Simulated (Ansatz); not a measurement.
# Pd: fixed spin moment, part 3 of 3

Does Pd want a moment, and how stiff is it? The total moment is held at a row of values. The runs shown use PAW.

Ansatz 0.2.0; DFT r²SCAN; a Materials Project cell.

## Step 8: Total moment held at 0.5 μB, PAW

This is Pd in the bcc structure; at room conditions it is fcc.

input.yaml reads:

```yaml
crystal:
  lattice:
    - [-1.572281, 1.572281, 1.572281]
    - [1.572281, -1.572281, 1.572281]
    - [1.572281, 1.572281, -1.572281]
  atoms:
    - { symbol: Pd, position: [0.0, 0.0, 0.0], spin: 0.5 }
magnetization:
  spin_polarized: true
  initial_magnetization: 0.5
  spin_locking: { lock_magnetization: hard }
kpoints:
  mp_grid: { grid: [13, 13, 13] }
scf:
  occupations: { method: fermi_dirac, width: 0.1 }
  lower_state_search: "off"
hamiltonian:
  xc: r2scan
  pseudopotentials: { kind: paw }
output:
  forces: true
  stress: true
  eigenvalues: true
  write_density: true
  write_potential: true
  elf: true
  volumetric_format: npy
```

Started as:

```console
> ansatz run input.yaml --threads 1 --pin off --max-ram 3072MiB --backend cpu --events-out ev --progress --plain --runs-dir out
```

What it wrote, cut to the lines that bear on the results:

```text
Warning: This run holds its total moment fixed (magnetization.spin_locking.lock_magnetization: hard) and mixes its density by anderson or broyden (scf.mixing.algorithm, typed or taken by auto). Slabs with a fixed moment have converged under broyden above another state at the same moment, [...]
Warning: output.stress: scf.convergence.dr2_threshold = 1e-7 eV (the SCF's general default) is looser than the 1e-10 eV advised for a printed stress (1e-10 eV for each atom of the cell: 1). What an SCF threshold leaves in a stress goes as its square root, and in the free energy as the [...]
[... 2 set-up lines as earlier in the session ...]
[...]
Per-site moments (μB) at R_I (Å): [(0.4996164391817379, 1.123349112507271)]
Free energy (F): -6985.671142 eV
[...]
E sigma→0 (E₀):  -6985.655232 eV
Entropy (-TS):   -0.031820 eV (-31.820 meV/atom)
Fermi energy:    18.373044 (↑ 18.596084, ↓ 18.150004) eV
[...]
--- Forces (eV/Å), atoms counted from 1 ---
  atom   1  Pd    -0.00000000     0.00000000    -0.00000000
[...]
--- Stress (GPa, compression-positive) ---
       -3.771573      -0.000000      -0.000000
        0.000000      -3.771573       0.000000
        0.000000      -0.000000      -3.771573
  P = ⅓ Tr σ = -3.7716 GPa (-37.716 kbar)
--- Band table (eV; the first three rows and the last of 168) ---
  k-point 0 ↑: bands = ["-68.2644", "-32.9720", "-32.9720", "-32.9720", "11.5168", "15.1449", "15.1449", "15.1449", "17.1216", "17.1216", "38.1378", "38.1378", "38.1378", "46.5852"]
[...]
```

Wall time 8 s (1 thread of Arm Neoverse V1, shared host); peak memory 0.31 GiB.

Read from it: total moment 0.50 μB; site moments Pd 0.50 μB; pressure -3.77 GPa; no gap.

The fields are shown in the conventional cell of this run's space group, carried over from its grid by interpolation.

Density in a lattice plane of the grid's cell (edges 3.14 and 3.14 Å, at 0.000 of the third edge), which holds Pd.

Values in e/Å³, 12 rows by 12 columns:
```
12.40 10.59  6.03  1.68  0.50  0.23  0.17  0.23  0.50  1.67  6.04 10.59
 7.72  6.03  2.97  0.88  0.36  0.20  0.16  0.20  0.36  0.88  2.96  6.04
 2.21  1.68  0.88  0.41  0.24  0.17  0.16  0.17  0.24  0.41  0.88  1.67
 0.59  0.50  0.36  0.24  0.19  0.17  0.16  0.17  0.19  0.24  0.36  0.50
 0.24  0.23  0.20  0.17  0.17  0.16  0.17  0.16  0.17  0.17  0.20  0.23
 0.17  0.17  0.16  0.16  0.16  0.17  0.17  0.17  0.16  0.16  0.16  0.17
 0.24  0.23  0.20  0.17  0.17  0.16  0.17  0.16  0.17  0.17  0.20  0.23
 0.59  0.50  0.36  0.24  0.19  0.17  0.16  0.17  0.19  0.24  0.36  0.50
 2.21  1.67  0.88  0.41  0.24  0.17  0.16  0.17  0.24  0.41  0.88  1.68
 7.72  6.04  2.96  0.88  0.36  0.20  0.16  0.20  0.36  0.88  2.97  6.03
12.40 10.59  6.04  1.67  0.50  0.23  0.17  0.23  0.50  1.68  6.03 10.59
13.77 12.40  7.72  2.21  0.59  0.24  0.17  0.24  0.59  2.21  7.72 12.40
```
Columns run along the first of these edges and rows up along the second, over one cell in 12 and 12 even steps from the bottom left corner. Atoms in the plane (fractional): Pd at (0.00, 0.00).

ELF in the same plane.

Values, 12 rows by 12 columns:
```
0.36 0.45 0.54 0.45 0.25 0.17 0.16 0.17 0.25 0.45 0.54 0.45
0.54 0.54 0.47 0.32 0.20 0.17 0.17 0.17 0.20 0.32 0.47 0.54
0.51 0.45 0.32 0.21 0.18 0.18 0.18 0.18 0.18 0.20 0.32 0.45
0.29 0.25 0.20 0.18 0.17 0.17 0.17 0.17 0.17 0.18 0.20 0.25
0.18 0.17 0.17 0.18 0.17 0.16 0.16 0.16 0.17 0.18 0.17 0.17
0.15 0.16 0.17 0.18 0.17 0.16 0.15 0.16 0.17 0.18 0.17 0.16
0.18 0.17 0.17 0.18 0.17 0.16 0.16 0.16 0.17 0.18 0.17 0.17
0.29 0.25 0.20 0.18 0.17 0.17 0.17 0.17 0.17 0.18 0.20 0.25
0.51 0.45 0.32 0.20 0.18 0.18 0.18 0.18 0.18 0.21 0.32 0.45
0.54 0.54 0.47 0.32 0.20 0.17 0.17 0.17 0.20 0.32 0.47 0.54
0.36 0.45 0.54 0.45 0.25 0.17 0.16 0.17 0.25 0.45 0.54 0.45
0.21 0.36 0.54 0.51 0.29 0.18 0.15 0.18 0.29 0.51 0.54 0.36
```
Columns run along the first of these edges and rows up along the second, over one cell in 12 and 12 even steps from the bottom left corner. Atoms in the plane (fractional): Pd at (0.00, 0.00).

Both are smooth fields of the valence electrons: close to the nuclei they are not physical.

Spin density (up less down) in a lattice plane of the grid's cell (edges 3.14 and 3.14 Å, at 0.000 of the third edge), which holds Pd.

Ten even steps from '0' (0.00 e/Å³) to '9' (0.37 e/Å³):
```
887531000000000000013578
667642100000000000124676
345532100000000000123544
112221000000000000012221
001100000000000000000110
000000000000000000000000
000000000000000000000000
000000000000000000000000
000000000000000000000000
000000000000000000000000
000000000000000000000000
000000000000000000000000
000000000000000000000000
000000000000000000000000
001100000000000000000110
112221000000000000012221
344532100000000000123554
667642100000000000124676
887531000000000000013578
997421000000000000012479
```
Columns run along the first of these edges and rows up along the second, over one cell in 24 and 20 even steps from the bottom left corner. Atoms in the plane (fractional): Pd at (0.00, 0.00).

## Step 9: Total moment held at 0.8 μB, PAW

Changes to input.yaml since step 8:

```diff
@@ -6,6 +6,6 @@
   atoms:
-    - { symbol: Pd, position: [0.0, 0.0, 0.0], spin: 0.5 }
+    - { symbol: Pd, position: [0.0, 0.0, 0.0], spin: 0.8 }
 magnetization:
   spin_polarized: true
-  initial_magnetization: 0.5
+  initial_magnetization: 0.8
   spin_locking: { lock_magnetization: hard }
@@ -23,5 +23 @@
   eigenvalues: true
-  write_density: true
-  write_potential: true
-  elf: true
-  volumetric_format: npy
```

Started as:

```console
> ansatz run input.yaml --threads 1 --pin off --max-ram 3072MiB --backend cpu --events-out ev --progress --plain --runs-dir out
```

What it wrote, cut to the lines that bear on the results:

```text
Warning: This run holds its total moment fixed (magnetization.spin_locking.lock_magnetization: hard) and mixes its density by anderson or broyden (scf.mixing.algorithm, typed or taken by auto). Slabs with a fixed moment have converged under broyden above another state at the same moment, [...]
Warning: output.stress: scf.convergence.dr2_threshold = 1e-7 eV (the SCF's general default) is looser than the 1e-10 eV advised for a printed stress (1e-10 eV for each atom of the cell: 1). What an SCF threshold leaves in a stress goes as its square root, and in the free energy as the [...]
[... 2 set-up lines as earlier in the session ...]
[...]
Per-site moments (μB) at R_I (Å): [(0.7492285742293567, 1.123349112507271)]
Free energy (F): -6985.492009 eV
[...]
E sigma→0 (E₀):  -6985.472998 eV
Entropy (-TS):   -0.038022 eV (-38.022 meV/atom)
Fermi energy:    18.917134 (↑ 19.844881, ↓ 17.989387) eV
[...]
--- Forces (eV/Å), atoms counted from 1 ---
  atom   1  Pd    -0.00000000     0.00000000     0.00000000
[...]
--- Stress (GPa, compression-positive) ---
       -2.008308      -0.000000      -0.000000
       -0.000000      -2.008308       0.000000
       -0.000000      -0.000000      -2.008308
  P = ⅓ Tr σ = -2.0083 GPa (-20.083 kbar)
--- Band table (eV; the first three rows and the last of 168) ---
  k-point 0 ↑: bands = ["-68.5341", "-33.2332", "-33.2332", "-33.2332", "11.3759", "14.9389", "14.9389", "14.9389", "16.9069", "16.9069", "38.0441", "38.0441", "38.0441", "46.5066"]
[...]
```

Run time: 6.3 s. Hardware: 1 thread of Arm Neoverse V1, shared host; peak memory 0.31 GiB.

In short: total moment 0.80 μB; site moments Pd 0.75 μB; pressure -2.01 GPa; no gap.

## Step 10: Total moment held at 1.2 μB, PAW

Changes to input.yaml since step 9:

```diff
@@ -6,6 +6,6 @@
   atoms:
-    - { symbol: Pd, position: [0.0, 0.0, 0.0], spin: 0.8 }
+    - { symbol: Pd, position: [0.0, 0.0, 0.0], spin: 1.2 }
 magnetization:
   spin_polarized: true
-  initial_magnetization: 0.8
+  initial_magnetization: 1.2
   spin_locking: { lock_magnetization: hard }
```

Started as:

```console
> ansatz run input.yaml --threads 1 --pin off --max-ram 3072MiB --backend cpu --events-out ev --progress --plain --runs-dir out
```

What it wrote:

```text
Warning: This run holds its total moment fixed (magnetization.spin_locking.lock_magnetization: hard) and mixes its density by anderson or broyden (scf.mixing.algorithm, typed or taken by auto). Slabs with a fixed moment have converged under broyden above another state at the same moment, at the default mixing steps and at smaller ones, and under scf.lower_state_search: standard, light or off a state that such a mixer converges on is not tested for a lower one by that SCF's own steps. That does not show the result to be wrong. Run the deck again under scf.mixing.algorithm: msr1 (scf.max_iter of 400 or more; without the keys that msr1 refuses, which its refusal names) and compare the two as scf.mixing.restart in the input reference says. Such a run need not converge: where no other run does, the state stands unchecked
Warning: output.stress: scf.convergence.dr2_threshold = 1e-7 eV (the SCF's general default) is looser than the 1e-10 eV advised for a printed stress (1e-10 eV for each atom of the cell: 1). What an SCF threshold leaves in a stress goes as its square root, and in the free energy as the threshold itself, and one threshold admits the most on a small cell: of the crystals measured, under no hybrid functional and no lock of the moments, on runs that ended without the residual-converged pass, on stresses that held no estimate of that error, the worst erred by over 100 MPa in a component at 1e-7 eV an atom and by under 5 at 1e-10. Set scf.convergence.dr2_threshold to 1e-10 eV or tighter. The threshold is an SCF's pass mark: one that does not reach it within its budget of iterations ends unconverged, or closes short of it on a stop that the run arms, and scf.convergence.dr2_threshold's page says what that costs each kind of run
[... 9 set-up lines as earlier in the session ...]
Crystal: 1 atoms, lattice volume = 15.547 Å³
Basis set: ecut = 500 eV, 381 PW (Γ), exchange–correlation on 80×80×80 points (64 copies of the dense FFT grid, shifted against one another)
Bands: 14, of which v1, the nominal top of the filled ones, is band 9 counted from 1 (8 counted from 0)
[... 2 set-up lines as earlier in the session ...]
Magnetic group: BNS 229.140 (UNI 1642), of the structure as read, at distance tolerance 2.5e-5 Å
k-points: 84 of 2197
[... 5 set-up lines as earlier in the session ...]
Starting moments: Σ|m| = 1.2 μB on 1 of 1 site
[... 2 set-up lines as earlier in the session ...]
SCF iter   1: F=—  HF=-6985.719107 eV  |F-HF|=—  |Δ(HF+E_count)|=         —  Δρ=7.80e-2 (↑7.80e-2 ↓6.26e-2)  dr2=3.16e0  dr2_τ=1.87e-2  dr2_m=2.15e-2  M=1.200 μB ∫|m|=1.200 μB  β_m=1.20  ethr=3.10e-3  ⟨swp⟩=5.3  Hψ=12709  notcnv=0
preconditioner: auto → none  [metal: Δε(μ)=0.005 eV  Ē_g=14.623 eV  σ=0.100 eV  W_gap=0.01  n_scr=0 (ndim 8)  ℏωp=29.8 eV  f_vac=0.000  D(μ)=1.65/eV (n_scr^D=18)]
SCF iter   2: F=—  HF=-6984.927884 eV  |F-HF|=—  |Δ(HF+E_count)|=   7.91e-1  Δρ=2.23e-2 (↑2.23e-2 ↓2.02e-2)  dr2=2.22e-1  dr2_τ=1.38e-2  dr2_m=1.53e-3  M=1.200 μB ∫|m|=1.200 μB  β_m=1.20  ethr=3.10e-3  ⟨swp⟩=2.6  Hψ=5714  notcnv=0  defer=52  κ⁻¹=1.0e0(r=1)
SCF iter   3: F=—  HF=-6984.954081 eV  |F-HF|=—  |Δ(HF+E_count)|=   2.62e-2  Δρ=1.27e-2 (↑1.19e-2 ↓1.27e-2)  dr2=3.95e-2  dr2_τ=8.49e-4  dr2_m=1.32e-4  M=1.200 μB ∫|m|=1.200 μB  β_m=1.20  ethr=1.23e-3  ⟨swp⟩=2.6  Hψ=3972  notcnv=0  defer=52  κ⁻¹=1.5e-2(r=2)
SCF iter   4: F=—  HF=-6984.959626 eV  |F-HF|=—  |Δ(HF+E_count)|=   5.54e-3  Δρ=6.54e-3 (↑6.54e-3 ↓6.43e-3)  dr2=8.71e-3  dr2_τ=2.79e-4  dr2_m=2.40e-5  M=1.200 μB ∫|m|=1.200 μB  β_m=1.20  ethr=2.20e-4  ⟨swp⟩=1.7  Hψ=2740  notcnv=0  defer=52  κ⁻¹=2.5e-3(r=3)
SCF iter   5: F=—  HF=-6984.963413 eV  |F-HF|=—  |Δ(HF+E_count)|=   3.79e-3  Δρ=7.36e-4 (↑7.36e-4 ↓6.98e-4)  dr2=4.22e-5  dr2_τ=8.69e-6  dr2_m=3.25e-5  M=1.200 μB ∫|m|=1.200 μB  β_m=1.20  ethr=4.84e-5  ⟨swp⟩=2.5  Hψ=3999  notcnv=0  defer=52  κ⁻¹=7.5e-5(r=4)
SCF iter   6: F=—  HF=-6984.963618 eV  |F-HF|=—  |Δ(HF+E_count)|=   2.04e-4  Δρ=5.04e-4 (↑3.72e-4 ↓5.04e-4)  dr2=2.30e-5  dr2_τ=1.77e-6  dr2_m=1.93e-6  M=1.200 μB ∫|m|=1.200 μB  β_m=1.20  ethr=2.35e-7  ⟨swp⟩=2.0  Hψ=3895  notcnv=0  defer=52  κ⁻¹=7.1e-6(r=5)
SCF iter   7: F=—  HF=-6984.963654 eV  |F-HF|=—  |Δ(HF+E_count)|=   3.59e-5  Δρ=2.98e-4 (↑2.94e-4 ↓2.98e-4)  dr2=1.03e-5  dr2_τ=6.29e-7  dr2_m=3.56e-8  M=1.200 μB ∫|m|=1.200 μB  β_m=1.20  ethr=1.28e-7  ⟨swp⟩=2.5  Hψ=3647  notcnv=0  defer=52  κ⁻¹=1.1e-6(r=6)
SCF iter   8: F=—  HF=-6984.963678 eV  |F-HF|=—  |Δ(HF+E_count)|=   2.48e-5  Δρ=5.79e-5 (↑5.79e-5 ↓4.25e-5)  dr2=2.80e-7  dr2_τ=2.28e-8  dr2_m=4.98e-8  M=1.200 μB ∫|m|=1.200 μB  β_m=1.20  ethr=5.70e-8  ⟨swp⟩=2.3  Hψ=3465  notcnv=0  defer=52  κ⁻¹=3.1e-7(r=7)
SCF iter   9: F=-6984.963680 eV  HF=-6984.963679 eV  |F-HF|=7.09e-8  |Δ(HF+E_count)|=   1.06e-6  Δρ=8.25e-6 (↑8.25e-6 ↓8.20e-6)  dr2=9.15e-9  dr2_τ=1.18e-9  dr2_m=2.02e-10  M=1.200 μB ∫|m|=1.200 μB  ethr=5.56e-10  ⟨swp⟩=6.2  Hψ=10645  notcnv=0
SCF 1 converged in 9 iterations: F = -6984.963680 eV  dr2 = 9.15e-9
this state was not tested for a lower state beside it, because the mixer in use, unlike msr1, does not test its closes by its own steps (another_mixer; see scf.mixing.algorithm and scf.lower_state_search)
SCF converged after 9 iterations
Magnetization: 1.2000 μB (9.6000 up, 8.4000 down)
Absolute magnetization: 1.2000 μB (∫|ρ↑−ρ↓|, with the PAW one-centre terms)
Spin contamination: 0.0011 ħ² per cell (⟨S²⟩ above its minimum at these occupations)
Per-site moments (μB) at R_I (Å): [(1.0616070659615082, 1.123349112507271)]
Free energy (F): -6984.963680 eV
Harris-Foulkes:  -6984.963679 eV  (|F-HF|=7.09e-8)
Internal energy: -6984.911856 eV  (E = F + TS)
E sigma→0 (E₀):  -6984.937768 eV
Entropy (-TS):   -0.051824 eV (-51.824 meV/atom)
Fermi energy:    19.570567 (↑ 21.356842, ↓ 17.784292) eV
--- Per-component energies (eV) ---
  E_band       = -180.076233
  E_kinetic    = 512.813559
  E_local      = -1818.481464  (includes V_loc(G=0)·N_el)
  E_nonlocal   = 217.269709
  E_hartree    = 734.682037
  E_xc         = -159.711845
  E_vxc        = -231.741355  (∫ρ·V_xc dr)
  E_paw        = -3771.325281  (= ΣΔE_a)
  E_vpaw       = -346.405360  (= ΣTr[D̂ρ^β])
  E_aug_tail   = 0.000114  (compensation charges beyond the density's cutoff)
  E_vtau       = 17.103625  (kinetic-family band-sum trace: ∫τ·v_τ [+ j·A + Jᵃ·Aᵃ] dr)
  E_ewald      = -2699.706598
  E_core_change = -0.452087  (= ΣΔE_core)
  E_smearing   = -0.051824  (= −TS)
  E_closure    = 0.000000  (closes the sum)
  Σ components = -6984.963680   (vs F -6984.963680, Δ=0.00e0)
--- Forces (eV/Å), atoms counted from 1 ---
  atom   1  Pd    -0.00000000     0.00000000    -0.00000000
  max |Σ_I F_I| component: 4.72e-32 eV/Å
--- Stress (GPa, compression-positive) ---
        2.480067       0.000000      -0.000000
       -0.000000       2.480067       0.000000
        0.000000       0.000000       2.480067
  P = ⅓ Tr σ = 2.4801 GPa (24.801 kbar)
--- Band table (eV; the first three rows and the last of 168) ---
  k-point 0 ↑: bands = ["-68.9549", "-33.6364", "-33.6364", "-33.6364", "11.1449", "14.6459", "14.6459", "14.6459", "16.5600", "16.5600", "37.8883", "37.8883", "37.8883", "46.3496"]
  k-point 1 ↑: bands = ["-68.9521", "-33.6572", "-33.6436", "-33.6363", "11.3696", "14.5771", "14.6527", "14.7969", "16.4814", "16.5650", "37.6922", "37.9031", "38.1378", "44.4526"]
  k-point 2 ↑: bands = ["-68.9443", "-33.7147", "-33.6637", "-33.6359", "11.9823", "14.3909", "14.6881", "15.2318", "16.3260", "16.5827", "36.6509", "37.6099", "38.8349", "43.2064"]
  k-point 83 ↓: bands = ["-67.8042", "-32.8097", "-32.8066", "-32.8066", "13.4791", "13.4994", "18.6100", "18.6100", "18.6885", "27.4177", "28.3121", "28.3121", "36.0647", "36.1404"]
```

Run time: 5.8 s. Hardware: 1 thread of Arm Neoverse V1, shared host; peak memory 0.31 GiB.

In short: total moment 1.20 μB; site moments Pd 1.06 μB; pressure 2.48 GPa; no gap.

## Step 11: Field of 200 T on the spins, PAW

Changes to input.yaml since step 10:

```diff
@@ -6,7 +6,6 @@
   atoms:
-    - { symbol: Pd, position: [0.0, 0.0, 0.0], spin: 1.2 }
+    - { symbol: Pd, position: [0.0, 0.0, 0.0], spin: 0.05 }
 magnetization:
   spin_polarized: true
-  initial_magnetization: 1.2
-  spin_locking: { lock_magnetization: hard }
+  magnetic_field: 200
 kpoints:
@@ -15,2 +14,3 @@
   occupations: { method: fermi_dirac, width: 0.1 }
+  convergence: { dr2_threshold: 1.0e-10 }
   lower_state_search: "off"
```

Started as:

```console
> ansatz run input.yaml --threads 1 --pin off --max-ram 3072MiB --backend cpu --events-out ev --progress --plain --runs-dir out
```

What it wrote, cut to the lines that bear on the results:

```text
[...]
[... 3 set-up lines as earlier in the session ...]
[...]
Crystal: 1 atoms, lattice volume = 15.547 Å³
Basis set: ecut = 500 eV, 381 PW (Γ), exchange–correlation on 80×80×80 points (64 copies of the dense FFT grid, shifted against one another)
Bands: 14, of which v1, the nominal top of the filled ones, is band 9 counted from 1 (8 counted from 0)
[...]
  atom   1  Pd    -0.00000000     0.00000000    -0.00000000
[...]
--- Stress (GPa, compression-positive) ---
       -5.212754      -0.000000      -0.000000
       -0.000000      -5.212754      -0.000000
        0.000000       0.000000      -5.212754
  P = ⅓ Tr σ = -5.2128 GPa (-52.128 kbar)
--- Band table (eV; the first three rows and the last of 168) ---
  k-point 0 ↑: bands = ["-68.0346", "-32.7346", "-32.7346", "-32.7346", "11.5313", "15.3906", "15.3906", "15.3906", "17.2556", "17.2556", "38.1676", "38.1676", "38.1676", "46.6079"]
[...]
```

Wall time 11 s (1 thread of Arm Neoverse V1, shared host); peak memory 0.31 GiB.

Result: total moment 0.06 μB; site moments Pd 0.07 μB; pressure -5.21 GPa; no gap.

## Step 12: Field of 1000 T on the spins, PAW

Changes to input.yaml since step 11:

```diff
@@ -9,3 +9,3 @@
   spin_polarized: true
-  magnetic_field: 200
+  magnetic_field: 1000
 kpoints:
```

Started as:

```console
> ansatz run input.yaml --threads 1 --pin off --max-ram 3072MiB --backend cpu --events-out ev --progress --plain --runs-dir out
```

What it wrote, cut to the lines that bear on the results:

```text
[...]
[... 3 set-up lines as earlier in the session ...]
[...]
Crystal: 1 atoms, lattice volume = 15.547 Å³
Basis set: ecut = 500 eV, 381 PW (Γ), exchange–correlation on 80×80×80 points (64 copies of the dense FFT grid, shifted against one another)
Bands: 14, of which v1, the nominal top of the filled ones, is band 9 counted from 1 (8 counted from 0)
[...]
  atom   1  Pd    -0.00000000     0.00000000     0.00000000
[...]
--- Stress (GPa, compression-positive) ---
       -4.897914      -0.000000       0.000000
       -0.000000      -4.897914       0.000000
       -0.000000       0.000000      -4.897914
  P = ⅓ Tr σ = -4.8979 GPa (-48.979 kbar)
--- Band table (eV; the first three rows and the last of 168) ---
  k-point 0 ↑: bands = ["-68.1704", "-32.8742", "-32.8742", "-32.8742", "11.4868", "15.2417", "15.2417", "15.2417", "17.1635", "17.1635", "38.1114", "38.1114", "38.1114", "46.5562"]
[...]
```

It took 9.9 s on 1 thread of Arm Neoverse V1, shared host; peak memory 0.31 GiB.

Result: total moment 0.23 μB; site moments Pd 0.24 μB; pressure -4.90 GPa; no gap.

## Step 13: Field of 3000 T on the spins, PAW

Changes to input.yaml since step 12:

```diff
@@ -9,3 +9,3 @@
   spin_polarized: true
-  magnetic_field: 1000
+  magnetic_field: 3000
 kpoints:
```

Started as:

```console
> ansatz run input.yaml --threads 1 --pin off --max-ram 3072MiB --backend cpu --events-out ev --progress --plain --runs-dir out
```

What it wrote, cut to the lines that bear on the results:

```text
[...]
[... 3 set-up lines as earlier in the session ...]
[...]
Crystal: 1 atoms, lattice volume = 15.547 Å³
Basis set: ecut = 500 eV, 381 PW (Γ), exchange–correlation on 80×80×80 points (64 copies of the dense FFT grid, shifted against one another)
Bands: 14, of which v1, the nominal top of the filled ones, is band 9 counted from 1 (8 counted from 0)
[...]
  atom   1  Pd    -0.00000000     0.00000000    -0.00000000
[...]
--- Stress (GPa, compression-positive) ---
       -4.018958       0.000000      -0.000000
        0.000000      -4.018958       0.000000
       -0.000000       0.000000      -4.018958
  P = ⅓ Tr σ = -4.0190 GPa (-40.190 kbar)
--- Band table (eV; the first three rows and the last of 168) ---
  k-point 0 ↑: bands = ["-68.4023", "-33.1097", "-33.1097", "-33.1097", "11.3546", "15.0038", "15.0038", "15.0038", "16.9748", "16.9748", "37.9730", "37.9730", "37.9730", "46.4192"]
[...]
```

It took 8.8 s on 1 thread of Arm Neoverse V1, shared host; peak memory 0.31 GiB.

Read from it: total moment 0.44 μB; site moments Pd 0.45 μB; pressure -4.02 GPa; no gap.

## Step 14: Side by side

The reference is each method's run without spin polarisation. Energies of runs in a field hold the field's term.

| run | method | energy from the method's reference (meV/atom) | total moment (μB) | largest site moment (μB) | cycles | time |
| --- | --- | --- | --- | --- | --- | --- |
| free moments from the typed start | PAW | 0.0 | 0.00 | 0.00 | 20 | 17 s |
| no spin polarisation | PAW | 0.0 | – | – | 7 | 3.9 s |
| total moment held at 0 μB | PAW | 0.0 | 0.00 | 0.00 | 7 | 4.2 s |
| total moment held at 0.05 μB | PAW | 0.2 | 0.05 | 0.05 | 10 | 6.5 s |
| total moment held at 0.15 μB | PAW | 2.1 | 0.15 | 0.15 | 10 | 6.7 s |
| total moment held at 0.3 μB | PAW | 10.6 | 0.30 | 0.31 | 9 | 6 s |
| total moment held at 0.5 μB | PAW | 39.9 | 0.50 | 0.50 | 9 | 8 s |
| total moment held at 0.8 μB | PAW | 219.0 | 0.80 | 0.75 | 9 | 6.3 s |
| total moment held at 1.2 μB | PAW | 747.3 | 1.20 | 1.06 | 9 | 5.8 s |
| field of 200 T on the spins | PAW | -0.4 | 0.06 | 0.07 | 20 | 11 s |
| field of 1000 T on the spins | PAW | -7.7 | 0.23 | 0.24 | 16 | 9.9 s |
| field of 3000 T on the spins | PAW | -48.2 | 0.44 | 0.45 | 14 | 8.8 s |

## Step 15: Results

What follows sums up all 3 parts.

| quantity | value |
| --- | --- |
| free moment (PAW) | 0.00 μB/cell |
| gain by magnetism (PAW) | 0.0 meV/atom |
| moment in 200 T (PAW) | 0.064 μB/cell |

What this shows: By PAW the moments die away or gain nothing: the crystal is non-magnetic at this level. Among the values held (PAW) the energy is lowest at 0.00 μB (+0.0 meV/atom) and highest at 1.20 μB (+747.3). A field of 200 T moves the moment from 0.000 to 0.064 μB a cell, 0.32 μB per 1000 T if taken as linear, which it needn't be. Spin fluctuations and temperature are left out. The magnetic state is the one reached from the start moments in this cell; it needn't be the ground state. The k mesh (13×13×13) wasn't tested for convergence.
